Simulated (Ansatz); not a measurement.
Runs of Ansatz 0.2.0 on V. Symmetry: Im-3m, No. 229, cubic system. Conventional cell: a = 3.029 Å, b = 3.029 Å, c = 3.029 Å, α = 90.00°, β = 90.00°, γ = 90.00°. Around V (site symmetry m-3m) lie 8 V at 2.62 Å. 

```csv
task,level,potentials or basis,cell,k mesh,cutoff (eV),basis error allowed,gap on the mesh (eV),pressure (GPa),moment (μB)
single point,PBE,"all-electron LAPW, scalar-relativistic",strain = 0.01,9 × 9 × 9,254,0.001 eV/atom,none,-8.5,0.16
band structure,PBEsol,all-electron PAW datasets made for the crystal,as given,12 × 12 × 12,280,-,-,-12.1,0.00
single point,PBE,"all-electron LAPW, scalar-relativistic",strain = -0.01,9 × 9 × 9,262,0.001 eV/atom,none,-2.4,0.06
single point,PBE,"all-electron LAPW, scalar-relativistic",strain = -0.04,9 × 9 × 9,274,0.001 eV/atom,none,(a),0.00
band structure,PBEsol,"all-electron LAPW, inner shells corrected to Dirac's equation",as given,12 × 12 × 12,257,0.001 eV/atom,-,-12.1,0.00
band structure,PBEsol,"all-electron LAPW, scalar-relativistic",as given,12 × 12 × 12,257,0.001 eV/atom,-,-12.1,0.00
band structure,PBEsol,"all-electron LAPW, non-relativistic",as given,12 × 12 × 12,258,0.001 eV/atom,-,(b),0.00
```

Alike in all rows: spin collinear, ferromagnetic start; smearing fermi-dirac 0.05 eV.

Problem. Fill in the values left out.

Solution. (a) 9.5; (b) -11.2.

Caveats: the starting moments weren't kept; the k mesh is thin for a metal, which can move the energy by tens of meV per atom (some runs).

A gap of «none» marks a metal or a gap under the smearing width.
